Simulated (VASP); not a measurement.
# CdS (F-43m) in VASP: a series of runs

The runs below take CdS through single point, with PBE.

Program: VASP 6.6.1. These are calculated values, not measurements. Logs are shortened: lines on timing, memory, paths and dates and some standing lists are left out, and cuts for length are marked.

### 1 The undisturbed crystal

The structure is cubic, space group F-43m (No. 216). The conventional cell has a = 5.886 Å, b = 5.886 Å, c = 5.886 Å, α = 90.00°, β = 90.00°, γ = 90.00°. Around Cd (site symmetry -43m) lie 4 S at 2.55 Å. S (site symmetry -43m) is surrounded by 4 Cd at 2.55 Å.

The cell is a database's computed one.

### 2 Single point, PBE (volume scaled by 0.96)

The input, INCAR:

```
SYSTEM = CdS
ALGO = Normal
EDIFF = 1E-6
ENCUT = 520
GGA = PE
ISIF = 2
ISMEAR = -1
LASPH = .True.
LCHARG = .True.
LELF = .True.
LREAL = .False.
LVHAR = .True.
LWAVE = .False.
NBANDS = 16
NELM = 80
PREC = Accurate
SIGMA = 0.02
```

The input, KPOINTS:

```
k-points
0
Gamma
  7 7 7
  0 0 0
```

The input, POSCAR:

```
CdS
1.0
    0.0000000000      2.9031789477      2.9031789477
    2.9031789477      0.0000000000      2.9031789477
    2.9031789477      2.9031789477      0.0000000000
Cd S
1 1
Direct
    0.0000000000      0.0000000000      0.0000000000
    0.7500000000      0.7500000000      0.7500000000
```

Potentials or basis: VASP PAW PBE potentials, release 64 (Cd, S).

Launch:

```bash
$ cat potpaw_PBE.64/Cd/POTCAR potpaw_PBE.64/S/POTCAR > POTCAR
$ mpirun -np 1 vasp_std > vasp.out
```

OUTCAR:

```text
SYSTEM = CdS
   EDIFF = 1E-6
   ENCUT = 520
   GGA = PE
   ISIF = 2
   ISMEAR = -1
   LASPH = .True.
   LREAL = .False.
   NELM = 80
   PREC = Accurate

 ion  position               nearest neighbor table
   1  0.000  0.000  0.000-   2 2.51   2 2.51   2 2.51   2 2.51
   2  0.750  0.750  0.750-   1 2.51   1 2.51   1 2.51   1 2.51

  LATTYP: Found a face centered cubic cell.
 ALAT       =     5.8063578954

  Lattice vectors:

 A1 = (   0.0000000000,   2.9031789477,   2.9031789477)
 A2 = (   2.9031789477,   0.0000000000,   2.9031789477)
 A3 = (   2.9031789477,   2.9031789477,   0.0000000000)

Analysis of symmetry for initial positions (statically):
=====================================================================
 Subroutine PRICEL returns:
 Original cell was already a primitive cell.

 Routine SETGRP: Setting up the symmetry group for a
 face centered cubic supercell.

 Subroutine GETGRP returns: Found 24 space group operations
 (whereof 24 operations were pure point group operations)
 out of a pool of 48 trial point group operations.

The static configuration has the point symmetry T_d .

Analysis of symmetry for dynamics (positions and initial velocities):
=====================================================================
 Subroutine PRICEL returns:
 Original cell was already a primitive cell.

 Routine SETGRP: Setting up the symmetry group for a
 face centered cubic supercell.

 Subroutine GETGRP returns: Found 24 space group operations
 (whereof 24 operations were pure point group operations)
 out of a pool of 48 trial point group operations.

The dynamic configuration has the point symmetry T_d .

 Subroutine INISYM returns: Found 24 space group operations
 (whereof 24 operations are pure point group operations),
 and found     1 'primitive' translations

----------------------------------------------------------------------------------------

                                     Primitive cell

  volume of cell :      48.9386

  direct lattice vectors                    reciprocal lattice vectors
     0.000000000  2.903178948  2.903178948    -0.172225002  0.172225002  0.172225002
     2.903178948  0.000000000  2.903178948     0.172225002 -0.172225002  0.172225002
     2.903178948  2.903178948  0.000000000     0.172225002  0.172225002 -0.172225002

  length of vectors
     4.105715042  4.105715042  4.105715042     0.298302454  0.298302454  0.298302454

[... 65 lines left out ...]
 SYSTEM =  CdS
   PREC   = accura    normal or accurate (medium, high low for compatibility)
   ISTART =      0    job   : 0-new  1-cont  2-samecut
   ICHARG =      2    charge: 1-file 2-atom 10-const
   ISPIN  =      1    spin polarized calculation?
   LNONCOLLINEAR =      F non collinear calculations
   LSORBIT =      F    spin-orbit coupling
   LASPH  =      T    aspherical Exc in radial PAW
   ENCUT  =  520.0 eV  38.22 Ry    6.18 a.u.   7.63  7.63  7.63*2*pi/ulx,y,z
   NELM   =     80;   NELMIN=  2; NELMDL= -5     # of ELM steps
   EDIFF  = 0.1E-05   stopping-criterion for ELM
   LREAL  =      F    real-space projection
[... 7 lines left out ...]
   TEBEG  =    0.0;   TEEND  =   0.0 temperature during run
   PSTRESS=    0.0 pullay stress
   NELECT =      18.0000    total number of electrons
   NUPDOWN=      -1.0000    fix difference up-down
   EMIN   =  10.00;   EMAX   =-10.00  energy-range for DOS
   EFERMI =   0.00;   METHOD = LEGACY
   ISMEAR =    -1;   SIGMA  =   0.02  broadening in eV -4-tet -1-fermi 0-gaus
   EFERMI_NEDOS =   21; number of points for ismear=-14 and -15
   IALGO  =     38    algorithm
   IMIX   =      4    mixing-type and parameters
     AMIX     =   0.40;   BMIX     =  1.00
     AMIX_MAG =   1.60;   BMIX_MAG =  1.00
  volume/ion in A,a.u.               =      24.47       165.13
  Fermi-wavevector in a.u.,A,eV,Ry     =   1.172956  2.216566 18.719258  1.375827
  Thomas-Fermi vector in A             =   2.309377
   LORBIT       =      0    0 simple, 1 ext, 2 COOP (PROOUT), +10 PAW based schemes
   GGA     = PE    functional components
   LHFCALC =     F    Hartree Fock is set to
   AEXX    =    0.0000 exact exchange contribution
   IVDW    =     0    specifies the selected vdW correction
   LEPSILON=     F    determine dielectric tensor
   LRPA    =     F    only Hartree local field effects (RPA)
 non-spin polarized calculation
  energy-cutoff  :      520.00
  volume of cell :       48.94
 maximum number of plane-waves:      1363
   NGX = 15   NGY = 15   NGZ = 15

 number of electron      18.0000002 magnetization

 Free energy of the ion-electron system (eV)
  ---------------------------------------------------
  ext. energy  EPLUGINS =         0.00000000
  ---------------------------------------------------
  free energy    TOTEN  =        -6.10509171 eV

  energy without entropy =       -6.10509171  energy(sigma->0) =       -6.10509171

 E-fermi :   1.8655     XC(G=0):  -9.2140

 val. band max:        1.4341496354   @ k =   0.0000   0.0000   0.0000
 cond. band min:       2.6136209865   @ k =   0.0000   0.0000   0.0000
 fundamental gap:      1.1794713511
 Fermi energy:         1.8655153199

 k-point     1 :       0.0000    0.0000    0.0000
  band No.  band energies     occupation
      1     -11.0212      2.00000
      2      -6.3460      2.00000
      3      -6.3460      2.00000
      4      -6.3460      2.00000
      5      -5.8470      2.00000
      6      -5.8470      2.00000
[... 357 lines left out ...]
      3      -6.0758      2.00000
      4      -5.8996      2.00000
      5      -5.8289      2.00000
      6      -5.2218      2.00000
[... 8 lines left out ...]
     15      13.7911      0.00000
     16      15.4999      0.00000

------------------------ aborting loop because EDIFF is reached ----------------------------------------

  FORCE on cell =-STRESS in cart. coord.  units (eV):
  Direction    XX          YY          ZZ          XY          YZ          ZX
  --------------------------------------------------------------------------------------
  -------------------------------------------------------------------------------------
  Total        1.2733963      1.2733963      1.2733963      0.0000000     -0.0000000     -0.0000000
  in kB       41.6891224     41.6891224     41.6891224      0.0000000     -0.0000000     -0.0000000
  external PRESSURE =      41.6891224 kB  Pullay stress =       0.0000000 kB

 VOLUME and BASIS-vectors are now :
 -----------------------------------------------------------------------------
  energy-cutoff  :      520.00
  volume of cell :       48.94
      direct lattice vectors                 reciprocal lattice vectors
     0.000000000  2.903178948  2.903178948    -0.172225002  0.172225002  0.172225002
     2.903178948  0.000000000  2.903178948     0.172225002 -0.172225002  0.172225002
     2.903178948  2.903178948  0.000000000     0.172225002  0.172225002 -0.172225002

 POSITION                                       TOTAL-FORCE (eV/Angst)
 -----------------------------------------------------------------------------------
      0.00000      0.00000      0.00000        -0.000000     -0.000000     -0.000000
      4.35477      4.35477      4.35477         0.000000      0.000000      0.000000
 -----------------------------------------------------------------------------------
    total drift:                                0.000000      0.000000      0.000000

  FREE ENERGIE OF THE ION-ELECTRON SYSTEM (eV)
  ---------------------------------------------------
  free  energy   TOTEN  =        -6.1050917076 eV

  energy  without entropy=       -6.1050917076  energy(sigma->0) =       -6.10509171
```

stdout:

```text
POSCAR found type information on POSCAR CdS
 POSCAR found :  2 types and       2 ions
 scaLAPACK will be used
 LDA part: xc-table for (Slater+PW92), standard interpolation
 POSCAR, INCAR and KPOINTS ok, starting setup
 FFT: planning ... GRIDC
 FFT: planning ... GRID_SOFT
 FFT: planning ... GRID
 WAVECAR not read
 entering main loop
```

Run time: 7 s. Hardware: 1 thread of Intel Xeon 6975P-C (Granite Rapids), shared host; peak memory 0.17 GiB.

Results:

```
Free energy            : -6.1051 eV
Pressure               : 4.2 GPa
Band gap on the k mesh : 1.18 eV, direct
```

Levels at points of the mesh, in eV from the valence-band top:
| k point | band 6 | band 7 | band 8 | band 9 | band 10 | band 11 | band 12 | band 13 |
| --- | --- | --- | --- | --- | --- | --- | --- | --- |
| (0.00, 0.00, 0.00) | -7.28 | 0.00 | 0.00 | 0.00 | 1.18 | 6.54 | 6.54 | 6.54 |

### 3 Single point, PBE (volume scaled by 0.98)

The input, INCAR:

```
ALGO = Normal
EDIFF = 1E-6
ENCUT = 520
GGA = PE
ISIF = 2
ISMEAR = -1
LASPH = True
LCHARG = False
LREAL = False
LWAVE = False
NBANDS = 16
NELM = 60
PREC = Accurate
SIGMA = 0.02
```

The input, KPOINTS:

```
k-points
0
Gamma
  7 7 7
```

The input, POSCAR:

```
CdS
1.0
    0.0000000000      2.9232015042      2.9232015042
    2.9232015042      0.0000000000      2.9232015042
    2.9232015042      2.9232015042      0.0000000000
Cd S
1 1
Direct
    0.0000000000      0.0000000000      0.0000000000
    0.7500000000      0.7500000000      0.7500000000
```

Potentials or basis: VASP PAW PBE potentials, release 64 (Cd, S).

Launch:

```bash
$ cat potpaw_PBE.64/Cd/POTCAR potpaw_PBE.64/S/POTCAR > POTCAR
$ mpirun -np 1 vasp_std > vasp.out
```

Wall time 6.6 s (1 thread of Intel Xeon 6975P-C (Granite Rapids), shared host); peak memory 0.18 GiB.

It converged, with:

```yaml
Free_energy: -6.1272 eV
Pressure: 2.7 GPa
Band_gap_on_the_k_mesh: 1.13 eV, direct
```

Levels at points of the mesh, in eV from the valence-band top:
| k point | band 6 | band 7 | band 8 | band 9 | band 10 | band 11 | band 12 | band 13 |
| --- | --- | --- | --- | --- | --- | --- | --- | --- |
| (0.00, 0.00, 0.00) | -7.23 | 0.00 | 0.00 | 0.00 | 1.13 | 6.55 | 6.55 | 6.55 |
